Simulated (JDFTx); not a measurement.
Wanted: the native input for a JDFTx 1.7.0 (patched build) run.

```yaml
Task: band structure
Functional: PBEsol
Potentials_or_basis: PseudoDojo-FR-PBEsol-0.4-standard with smoothed tails
Cutoff: 1007 eV
Density_cutoff: 4027 eV
k_mesh: 9 × 9 × 9
Occupations: fermi-dirac, width 0.05 eV
Spin: spin-orbit coupling, no magnetisation
Band_ratio_of_the_Davidson_solver: 1.3
Local_potential_set_to_-Z/r_beyond: 6 bohr
Bands: 25
Density_cutoff_over_wavefunction_cutoff: 4
Max_SCF_steps: 30
SCF_threshold_on_the_energy: 1e-06 Ha
Solver_of_the_electrons: minimize
Further_solve_for_the_empty_bands: no
Start: density of an earlier self-consistent run, held fixed
Path: G-H-N-G-P-H-P-N
```

The system is W.

```
W
1.0
    -1.58234    1.58234    1.58234
     1.58234   -1.58234    1.58234
     1.58234    1.58234   -1.58234
W
1
Cartesian
  0.0000 0.0000 0.0000
```

One way to write it, as run:

bands.in

```
lattice \
   -2.9901986847     2.9901986847     2.9901986847 \
    2.9901986847    -2.9901986847     2.9901986847 \
    2.9901986847     2.9901986847    -2.9901986847
coords-type Lattice
ion W      0.0000000000     0.0000000000     0.0000000000 1

ion-species pseudo/W.upf
elec-cutoff 37
elec-ex-corr gga-PBEsol
elec-smearing Fermi 0.0018374661
elec-n-bands 25
spintype spin-orbit
electronic-minimize nIterations 30 energyDiffThreshold 1e-06
davidson-band-ratio 1.3
forces-output-coords Cartesian
include path.kpoints
symmetries none
fix-electron-density run.$VAR

dump-name bands.$VAR
dump End Ecomponents EigStats BandEigs Kpoints Forces
```

path.kpoints

```
kpoint +0.0000000000 +0.0000000000 +0.0000000000 0.020000000000
kpoint +0.0500000000 -0.0500000000 +0.0500000000 0.020000000000
kpoint +0.1000000000 -0.1000000000 +0.1000000000 0.020000000000
kpoint +0.1500000000 -0.1500000000 +0.1500000000 0.020000000000
kpoint +0.2000000000 -0.2000000000 +0.2000000000 0.020000000000
kpoint +0.2500000000 -0.2500000000 +0.2500000000 0.020000000000
kpoint +0.3000000000 -0.3000000000 +0.3000000000 0.020000000000
kpoint +0.3500000000 -0.3500000000 +0.3500000000 0.020000000000
kpoint +0.4000000000 -0.4000000000 +0.4000000000 0.020000000000
kpoint +0.4500000000 -0.4500000000 +0.4500000000 0.020000000000
kpoint +0.5000000000 -0.5000000000 +0.5000000000 0.020000000000
kpoint +0.4285714286 -0.4285714286 +0.5000000000 0.020000000000
kpoint +0.3571428571 -0.3571428571 +0.5000000000 0.020000000000
kpoint +0.2857142857 -0.2857142857 +0.5000000000 0.020000000000
kpoint +0.2142857143 -0.2142857143 +0.5000000000 0.020000000000
kpoint +0.1428571429 -0.1428571429 +0.5000000000 0.020000000000
kpoint +0.0714285714 -0.0714285714 +0.5000000000 0.020000000000
kpoint +0.0000000000 +0.0000000000 +0.5000000000 0.020000000000
kpoint +0.0000000000 +0.0000000000 +0.4285714286 0.020000000000
kpoint +0.0000000000 +0.0000000000 +0.3571428571 0.020000000000
kpoint +0.0000000000 +0.0000000000 +0.2857142857 0.020000000000
kpoint +0.0000000000 +0.0000000000 +0.2142857143 0.020000000000
kpoint +0.0000000000 +0.0000000000 +0.1428571429 0.020000000000
kpoint +0.0000000000 +0.0000000000 +0.0714285714 0.020000000000
kpoint +0.0000000000 +0.0000000000 +0.0000000000 0.020000000000
kpoint +0.0277777778 +0.0277777778 +0.0277777778 0.020000000000
kpoint +0.0555555556 +0.0555555556 +0.0555555556 0.020000000000
kpoint +0.0833333333 +0.0833333333 +0.0833333333 0.020000000000
kpoint +0.1111111111 +0.1111111111 +0.1111111111 0.020000000000
kpoint +0.1388888889 +0.1388888889 +0.1388888889 0.020000000000
kpoint +0.1666666667 +0.1666666667 +0.1666666667 0.020000000000
kpoint +0.1944444444 +0.1944444444 +0.1944444444 0.020000000000
kpoint +0.2222222222 +0.2222222222 +0.2222222222 0.020000000000
kpoint +0.2500000000 +0.2500000000 +0.2500000000 0.020000000000
kpoint +0.2750000000 +0.1750000000 +0.2750000000 0.020000000000
kpoint +0.3000000000 +0.1000000000 +0.3000000000 0.020000000000
kpoint +0.3250000000 +0.0250000000 +0.3250000000 0.020000000000
kpoint +0.3500000000 -0.0500000000 +0.3500000000 0.020000000000
kpoint +0.3750000000 -0.1250000000 +0.3750000000 0.020000000000
kpoint +0.4000000000 -0.2000000000 +0.4000000000 0.020000000000
kpoint +0.4250000000 -0.2750000000 +0.4250000000 0.020000000000
kpoint +0.4500000000 -0.3500000000 +0.4500000000 0.020000000000
kpoint +0.4750000000 -0.4250000000 +0.4750000000 0.020000000000
kpoint +0.5000000000 -0.5000000000 +0.5000000000 0.020000000000
kpoint +0.2500000000 +0.2500000000 +0.2500000000 0.020000000000
kpoint +0.2000000000 +0.2000000000 +0.3000000000 0.020000000000
kpoint +0.1500000000 +0.1500000000 +0.3500000000 0.020000000000
kpoint +0.1000000000 +0.1000000000 +0.4000000000 0.020000000000
kpoint +0.0500000000 +0.0500000000 +0.4500000000 0.020000000000
kpoint +0.0000000000 +0.0000000000 +0.5000000000 0.020000000000
```

Potentials or basis: PseudoDojo-FR-PBEsol-0.4-standard with smoothed tails.

Run with:

```console
$ jdftx -c 1 -i bands.in -o bands.out
```

Results of the run:

```json
{
  "Band gap along the path": "none (metal or under the smearing width)"
}
```

Wall time 27 s on 1 thread of Arm Neoverse V1, on a shared host, peak memory 0.09 GiB.
